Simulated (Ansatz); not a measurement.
## Two-dimensional strain map in CdS

All numbers below come from Ansatz 0.2.0, DFT LDA, scalar-relativistic, plane waves, PAW. The runs took a 420 eV cutoff, a Γ-centred 16×16×16 mesh and Gaussian smearing (0.15 eV). No spin polarisation. Energies are free energies at this smearing, counted from the undisturbed cell; pressure is positive in compression.

Zero of the scan (as given, not relaxed at this level; it stands at -6.9 GPa; this rock-salt form isn't the usual structure):

```xyz
2
Lattice="0.0000 2.7532 2.7532 2.7532 0.0000 2.7532 2.7532 2.7532 0.0000" Properties=species:S:1:pos:R:3 pbc="T T T"
Cd    0.0000    0.0000    0.0000
S     2.7532    2.7532    2.7532
```

The cell is strained by p along both x and y and by q along z, fractional coordinates fixed. Points are written (p, q).

Energy above the undisturbed cell in meV/atom (a dash: not computed):

```
 p \ q  -0.030  -0.015  0.000  0.015  0.030
-0.030   -43.1   -40.9      ?  -26.0  -14.7
-0.015   -37.0       –  -22.5      –    3.4
 0.000   -20.7       –    0.0      –      ?
 0.030    35.5       –      ?      –  109.8
```

Question: Fill in the withheld energies.

Answer: (-0.030, 0.000): -35.0; (0.000, 0.030): 31.4; (0.030, 0.000): 67.9.